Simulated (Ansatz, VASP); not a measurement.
TiAl: VASP beside Ansatz

The input INCAR:

```
SYSTEM = TiAl
  PREC = Accurate
  ENCUT = 520
  EDIFF = 1E-7
  ISMEAR = -1
  SIGMA = 0.05
  LREAL = .FALSE.
  LASPH = .TRUE.
  NELM = 80
  ALGO = Normal
  ISIF = 2
  LWAVE = .FALSE.
  LCHARG = .FALSE.
  GGA = PE
  NBANDS = 14
```

KPOINTS

```
regular mesh
0
G
  8 8 8
  0 0 0
```

Contents of POSCAR:

```
TiAl
1.0
    3.1790640000      0.0000000000      0.0000000000
    0.0000000000      3.1790640000      0.0000000000
    0.0000000000      0.0000000000      3.1790640000
Ti Al
1 1
Direct
    0.0000000000      0.0000000000      0.0000000000
    0.5000000000      0.5000000000      0.5000000000
```

Contents of input.yaml:

```yaml
crystal:
  lattice:
    - [3.179064, 0.0, 0.0]
    - [0.0, 3.179064, 0.0]
    - [0.0, 0.0, 3.179064]
  atoms:
    - { symbol: Ti, position: [0.0, 0.0, 0.0] }
    - { symbol: Al, position: [0.5, 0.5, 0.5] }
hamiltonian:
  xc: pbe
  pseudopotentials: { kind: paw }
kpoints:
  mp_grid: { grid: [8, 8, 8] }
scf:
  occupations: { method: fermi_dirac, width: 0.05 }
output:
  forces: true
  stress: true
  eigenvalues: true
  write_density: true
  write_potential: true
  elf: true
  volumetric_format: npy
```

The cell comes from a database or a generator and needn't be the stable form of this composition.

Alike in both runs: task single point; functional PBE; k mesh 8 × 8 × 8; occupations fermi-dirac, width 0.05 eV; no spin polarisation.

```csv
,VASP,Ansatz
version,VASP 6.6.1,Ansatz 0.2.0
potentials or method,"VASP PAW PBE potentials, release 64 (Ti_sv, Al)",Ansatz PAW
plane-wave cutoff (eV),520,420
valence electrons in the cell,15,15
```

|  | VASP | Ansatz | Ansatz less VASP |
| --- | --- | --- | --- |
| gap on the k mesh at the Fermi level (eV) | none | none | - |
| pressure (GPa) | 0.8 | 0.9 | +0.03 |

A gap of «none» marks a metal or a gap that the smearing closes.
